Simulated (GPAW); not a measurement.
A run of GPAW 26.7.0 is set up as follows.

run.py

```python
import spglib
from ase import Atoms
from ase.dft.bandgap import bandgap
from ase.io import read, write
from ase.units import GPa
from gpaw import GPAW, PW

atoms = read('Si.cif')
cell, positions, numbers = spglib.find_primitive(
    (atoms.cell[:], atoms.get_scaled_positions(), atoms.numbers), symprec=1e-4)
atoms = Atoms(numbers, cell=cell, scaled_positions=positions, pbc=True)

calc = GPAW(mode=PW(600),
            xc='LDA',
            kpts={'size': (8, 8, 8), 'gamma': True},
            occupations={'name': 'fermi-dirac', 'width': 0.05},
            nbands=11,
            convergence={'density': 1e-05, 'energy': 1e-05},
            maxiter=150,
            txt='gpaw.txt')
atoms.calc = calc
energy = atoms.get_potential_energy()
forces = atoms.get_forces()
stress = atoms.get_stress()
calc.write('gs.gpw')
write('result.traj', atoms)
print(f'Energy: {energy:.6f} eV')
print('Forces (eV/A):')
print(forces.round(4))
print('Stress (GPa):', (stress / GPa).round(3))
print('Fermi level:', round(calc.get_fermi_level(), 4), 'eV')
print(f'Gap: {bandgap(calc)[0]:.4f} eV, direct: {bandgap(calc, direct=True)[0]:.4f} eV')

path = atoms.cell.bandpath('GXWKGLUWLK,UX', npoints=60, eps=1e-4)
bs_calc = calc.fixed_density(kpts=path, symmetry='off', nbands=21,
                             convergence={'bands': 'CBM+6.0', 'eigenstates': 1e-6}, txt='bands.txt')
bs = bs_calc.band_structure()
bs.write('bs.json')
print(f'Gap on the path: {bandgap(bs_calc)[0]:.4f} eV')
```

File Si.cif:

```cif
data_Si
_cell_length_a 5.44370237
_cell_length_b 5.44370237
_cell_length_c 5.44370237
_cell_angle_alpha 90.00000000
_cell_angle_beta 90.00000000
_cell_angle_gamma 90.00000000
_space_group_name_H-M_alt 'Fd-3m'
_space_group_name_Hall 'F 4d 2 3 -1d'
_space_group_IT_number 227
loop_
_space_group_symop_operation_xyz
'x,y,z'
'-y+1/4,x+1/4,z+1/4'
'-x,-y+1/2,z+1/2'
'y+3/4,-x+1/4,z+3/4'
'x,-y,-z'
'-y+1/4,-x+3/4,-z+3/4'
'-x,y+1/2,-z+1/2'
'y+3/4,x+3/4,-z+1/4'
'z,x,y'
'z+1/4,-y+1/4,x+1/4'
'z+1/2,-x,-y+1/2'
'z+3/4,y+3/4,-x+1/4'
'-z,x,-y'
'-z+3/4,-y+1/4,-x+3/4'
'-z+1/2,-x,y+1/2'
'-z+1/4,y+3/4,x+3/4'
'y,z,x'
'x+1/4,z+1/4,-y+1/4'
'-y+1/2,z+1/2,-x'
'-x+1/4,z+3/4,y+3/4'
'-y,-z,x'
'-x+3/4,-z+3/4,-y+1/4'
'y+1/2,-z+1/2,-x'
'x+3/4,-z+1/4,y+3/4'
'-x+1/4,-y+1/4,-z+1/4'
'y,-x,-z'
'x+1/4,y+3/4,-z+3/4'
'-y+1/2,x,-z+1/2'
'-x+1/4,y+1/4,z+1/4'
'y,x+1/2,z+1/2'
'x+1/4,-y+3/4,z+3/4'
'-y+1/2,-x+1/2,z'
'-z+1/4,-x+1/4,-y+1/4'
'-z,y,-x'
'-z+3/4,x+1/4,y+3/4'
'-z+1/2,-y+1/2,x'
'z+1/4,-x+1/4,y+1/4'
'z+1/2,y,x+1/2'
'z+3/4,x+1/4,-y+3/4'
'z,-y+1/2,-x+1/2'
'-y+1/4,-z+1/4,-x+1/4'
'-x,-z,y'
'y+3/4,-z+3/4,x+1/4'
'x,-z+1/2,-y+1/2'
'y+1/4,z+1/4,-x+1/4'
'x+1/2,z+1/2,y'
'-y+3/4,z+3/4,x+1/4'
'-x+1/2,z,-y+1/2'
'x,y+1/2,z+1/2'
[... 70 lines left out ...]
'x+1/4,-z+1/4,y+1/4'
'-x+3/4,-y+1/4,-z+3/4'
'y+1/2,-x,-z+1/2'
'x+3/4,y+3/4,-z+1/4'
'-y,x,-z'
'-x+3/4,y+1/4,z+3/4'
'y+1/2,x+1/2,z'
'x+3/4,-y+3/4,z+1/4'
'-y,-x+1/2,z+1/2'
'-z+3/4,-x+1/4,-y+3/4'
'-z+1/2,y,-x+1/2'
'-z+1/4,x+1/4,y+1/4'
'-z,-y+1/2,x+1/2'
'z+3/4,-x+1/4,y+3/4'
'z,y,x'
'z+1/4,x+1/4,-y+1/4'
'z+1/2,-y+1/2,-x'
'-y+3/4,-z+1/4,-x+3/4'
'-x+1/2,-z,y+1/2'
'y+1/4,-z+3/4,x+3/4'
'x+1/2,-z+1/2,-y'
'y+3/4,z+1/4,-x+3/4'
'x,z+1/2,y+1/2'
'-y+1/4,z+3/4,x+3/4'
'-x,z,-y'
'x+1/2,y+1/2,z'
'-y+3/4,x+3/4,z+1/4'
'-x+1/2,-y,z+1/2'
'y+1/4,-x+3/4,z+3/4'
'x+1/2,-y+1/2,-z'
'-y+3/4,-x+1/4,-z+3/4'
'-x+1/2,y,-z+1/2'
'y+1/4,x+1/4,-z+1/4'
'z+1/2,x+1/2,y'
'z+3/4,-y+3/4,x+1/4'
'z,-x+1/2,-y+1/2'
'z+1/4,y+1/4,-x+1/4'
'-z+1/2,x+1/2,-y'
'-z+1/4,-y+3/4,-x+3/4'
'-z,-x+1/2,y+1/2'
'-z+3/4,y+1/4,x+3/4'
'y+1/2,z+1/2,x'
'x+3/4,z+3/4,-y+1/4'
'-y,z,-x'
'-x+3/4,z+1/4,y+3/4'
'-y+1/2,-z+1/2,x'
'-x+1/4,-z+1/4,-y+1/4'
'y,-z,-x'
'x+1/4,-z+3/4,y+3/4'
'-x+3/4,-y+3/4,-z+1/4'
'y+1/2,-x+1/2,-z'
'x+3/4,y+1/4,-z+3/4'
'-y,x+1/2,-z+1/2'
'-x+3/4,y+3/4,z+1/4'
'y+1/2,x,z+1/2'
'x+3/4,-y+1/4,z+3/4'
'-y,-x,z'
'-z+3/4,-x+3/4,-y+1/4'
'-z+1/2,y+1/2,-x'
'-z+1/4,x+3/4,y+3/4'
'-z,-y,x'
'z+3/4,-x+3/4,y+1/4'
'z,y+1/2,x+1/2'
'z+1/4,x+3/4,-y+3/4'
'z+1/2,-y,-x+1/2'
'-y+3/4,-z+3/4,-x+1/4'
'-x+1/2,-z+1/2,y'
'y+1/4,-z+1/4,x+1/4'
'x+1/2,-z,-y+1/2'
'y+3/4,z+3/4,-x+1/4'
'x,z,y'
'-y+1/4,z+1/4,x+1/4'
'-x,z+1/2,-y+1/2'
loop_
_atom_site_label
_atom_site_type_symbol
_atom_site_symmetry_multiplicity
_atom_site_Wyckoff_symbol
_atom_site_fract_x
_atom_site_fract_y
_atom_site_fract_z
_atom_site_occupancy
Si1 Si 8 a 0.5000000000 0.0000000000 0.5000000000 1
```

Potentials or basis: the program's PAW data sets (release 1.2.1) made for this functional, pw.

Launch:

```bash
$ OMP_NUM_THREADS=1 python run.py
```

(1) Estimate the pressure.

(2) What does it give for the band gap along the path?

Answers

(1) -1.9 GPa.

(2) 0.49 eV, indirect (least direct gap 2.53 eV).
